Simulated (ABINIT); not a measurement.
Input of an ABINIT 10.8.3 (patched build) run:

The input run.abi:

```
# Datasets
ndtset 5

# Pseudopotentials
pp_dirpath "./"
pseudos "Sn.upf, Se.upf"

# Structure
acell 3*1.0
rprim
     0.0000000000     5.6880756351     5.6880756351
     5.6880756351     0.0000000000     5.6880756351
     5.6880756351     5.6880756351     0.0000000000
ntypat 2
znucl 50 34
natom 2
typat 1 2
xred
            0.0            0.0            0.0
            1/2            1/2            1/2

# Plane-wave basis
ecut 40.0

# k points
ngkpt 4 4 4
nshiftk 4
shiftk
     0.5000000000     0.5000000000     0.5000000000
     0.5000000000     0.0000000000     0.0000000000
     0.0000000000     0.5000000000     0.0000000000
     0.0000000000     0.0000000000     0.5000000000

# Exchange and correlation
ixc 7

# Bands and occupations
nband 15
occopt 1

# SCF cycle
nstep 80
diemac 6.0

# Output
prteig 0
prtebands 0
prtwf 0
prtden 0
prtpot 0

# Dataset 1: ground state
kptopt1 1
tolvrs1 1.0e-15
prtwf1 1

# Dataset 2: derivatives of the wave functions by k
iscf2 -3
rfelfd2 2
rfdir2 1 1 1
getwfk2 1
kptopt2 2
nqpt2 1
qpt2 0.0 0.0 0.0
tolwfr2 1.0e-18
prtwf2 1

# Dataset 3: response at q = 0 to electric field, atomic displacements
rfelfd3 3
rfphon3 1
rfatpol3 1 2
rfdir3 1 1 1
getwfk3 1
getddk3 2
kptopt3 2
nqpt3 1
qpt3 0.0 0.0 0.0
tolvrs3 1.0e-8

# Dataset 4: atomic displacements at q = 0.5 0.0 0.0
rfphon4 1
rfatpol4 1 2
rfdir4 1 1 1
getwfk4 1
kptopt4 3
nqpt4 1
qpt4 1/2 0.0 0.0
tolvrs4 1.0e-8

# Dataset 5: atomic displacements at q = 0.5 0.5 0.0
rfphon5 1
rfatpol5 1 2
rfdir5 1 1 1
getwfk5 1
kptopt5 3
nqpt5 1
qpt5 1/2 1/2 0.0
tolvrs5 1.0e-8
```

Contents of mrgddb.in:

```
merged_DDB
SnSe
4
runo_DS1_DDB
runo_DS3_DDB
runo_DS4_DDB
runo_DS5_DDB
```

The input anaddb.abi:

```
ddb_filepath "merged_DDB"
output_file "anaddb.abo"
outdata_prefix "ana"
asr 2
chneut 1
dipdip 1
dieflag 1
enunit 0
nfreq 1
frmin 0.0
frmax 0.0
ifcflag 1
brav 1
ngqpt 2 2 2
nqshft 1
q1shft 0.0 0.0 0.0
nqpath 10
ndivsm 6
qpath
     0.0000000000     0.0000000000     0.0000000000
     0.5000000000     0.0000000000     0.5000000000
     0.5000000000     0.2500000000     0.7500000000
     0.3750000000     0.3750000000     0.7500000000
     0.0000000000     0.0000000000     0.0000000000
     0.5000000000     0.5000000000     0.5000000000
     0.6250000000     0.2500000000     0.6250000000
     0.5000000000     0.2500000000     0.7500000000
     0.5000000000     0.5000000000     0.5000000000
     0.3750000000     0.3750000000     0.7500000000
prtdos 2
ng2qpt 20 20 20
dosdeltae 2.0e-5
nph2l 3
qph2l
  1.0 0.0 0.0 0.0
  0.0 1.0 0.0 0.0
  0.0 0.0 1.0 0.0
```

Potentials or basis: PseudoDojo NC SR LDA v0.4.1 standard.

Launch:

```bash
$ mpirun --bind-to none -np 4 abinit run.abi > log 2>&1
$ mrgddb < mrgddb.in > mrgddb.log 2>&1
$ anaddb anaddb.abi > anaddb.log 2>&1
```

**Question.** Predict the electronic dielectric tensor (diagonal).

**Answer.** 24.16.

**Question.** Predict the Born charges (mean of the diagonal).

**Answer.** Sn +5.39; Se -5.39 e.

**Question.** What does it give for the pressure?

**Answer.** -3.4 GPa.

Born effective charge tensors (e):
atom 1, Sn
```
5.39 0.00 0.00
0.00 5.39 0.00
0.00 0.00 5.39
```
atom 2, Se
```
-5.39  0.00  0.00
 0.00 -5.39  0.00
 0.00  0.00 -5.39
```

Caveat: some modes are imaginary; the cell is more than 3 GPa from zero pressure, which shifts response properties.
